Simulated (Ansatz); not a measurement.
# Equation of state of CsSnI3 under PBE

```cif
data_structure
_symmetry_space_group_name_H-M 'Pm-3m'
_symmetry_Int_Tables_number 221
_cell_length_a 6.2057
_cell_length_b 6.2057
_cell_length_c 6.2057
_cell_angle_alpha 90.000
_cell_angle_beta 90.000
_cell_angle_gamma 90.000
_cell_volume 238.99
loop_
_atom_site_label
_atom_site_type_symbol
_atom_site_symmetry_multiplicity
_atom_site_Wyckoff_symbol
_atom_site_fract_x
_atom_site_fract_y
_atom_site_fract_z
_atom_site_occupancy
Cs1 Cs 1 a 0.00000 0.00000 0.00000 1
I1 I 3 c 0.50000 0.50000 0.00000 1
Sn1 Sn 1 b 0.50000 0.50000 0.50000 1
```

The cell was measured well above room temperature.

The cell was scaled at fixed shape and fractions and run with Ansatz, all-electron LAPW, scalar-relativistic; PBE, k mesh 5 × 5 × 5 on the cell of 5 atoms, fermi-dirac occupations of 0.05 eV, no spin polarisation, no spin-orbit coupling. Energies are those that the program minimises, any entropy of the smearing included.

| V (Å³/atom) | energy over the lowest row (meV/atom) |
| --- | --- |
| 44.9294 | 22.384 |
| 45.8853 | 13.160 |
| 46.8412 | 6.567 |
| 47.7972 | ? |
| 48.7531 | 0.218 |
| 49.7091 | 0.000 |
| 50.6650 | 1.479 |

Problem. Fit the third-order Birch-Murnaghan form, give V0, B0 and B′, and predict the energy left open.

Solution. With y = (V0/V)^(2/3), E = E0 + (9 V0 B0/16) [(y - 1)³ B′ + (y - 1)² (6 - 4y)]. Least squares through the rows shown give V0 = 49.3449 Å³/atom, E0 = -0.128 meV, B0 = 15.32 GPa (1 eV/Å³ = 160.218 GPa) and B′ = 4.60, with a largest miss of 0.009 meV. At V = 47.7972 the form with these constants gives 2.335 meV; the run gave 2.334 meV an atom.
